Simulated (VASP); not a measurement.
**GaSb: single point with PBEsol**

**What was measured.**

From a printed reference work, data compilation, for a bulk crystal of GaSb at 4.2 K: band gap 0.811 eV (direct).

Crystal: GaSb.

```
Sb Ga
1.0
     0.00000    3.05900    3.05900
     3.05900    0.00000    3.05900
     3.05900    3.05900    0.00000
Sb Ga
1 1
Direct
  0.75000 0.75000 0.75000
  0.00000 0.00000 0.00000
```

| Property | Result |
| --- | --- |
| Program | VASP 6.6.1 |
| Task | single point |
| Functional | PBEsol |
| Potentials or basis | VASP PAW PBE potentials, release 64 (Sb, Ga_d) |
| Cutoff | 520 eV |
| k mesh | 6 × 6 × 6 |
| Occupations | fermi-dirac, width 0.005 eV |
| Spin | no spin polarisation |

The pressure is 0.0 GPa and the band gap on the k mesh is zero (filled and empty bands touch).

Levels at points of the mesh, in eV from the Fermi level:
```
           k point  band 7  band 8  band 9  band 10  band 11  band 12
(0.00, 0.00, 0.00)   -0.01    0.00    0.00     0.00     2.75     2.75
(0.50, 0.00, 0.00)   -6.40   -1.16   -1.16     0.34     3.71     3.71
(0.50, 0.50, 0.00)   -6.84   -2.59   -2.59     0.83     1.15     8.66
```

It took 8.1 s on 1 thread of Intel(R) Xeon(R) 6975P-C (Granite Rapids) (shared host), peak memory 0.17 GiB.

Against the measured gap of GaSb, 0.811 eV (direct; 4.2 K; a printed reference work, data compilation), the calculated 0.00 eV is off by -0.81 eV. Spin-orbit coupling on Ga, Sb is left out. The value is that of PBEsol on a finite k mesh, which can miss the band edges, without temperature or zero-point motion. Semilocal functionals fall short of measured gaps as a rule.

Caveat: the PAW data sets were made with another functional, which shifts forces and pressure a little; spin-orbit coupling is left out, which moves the levels of the heavy elements.
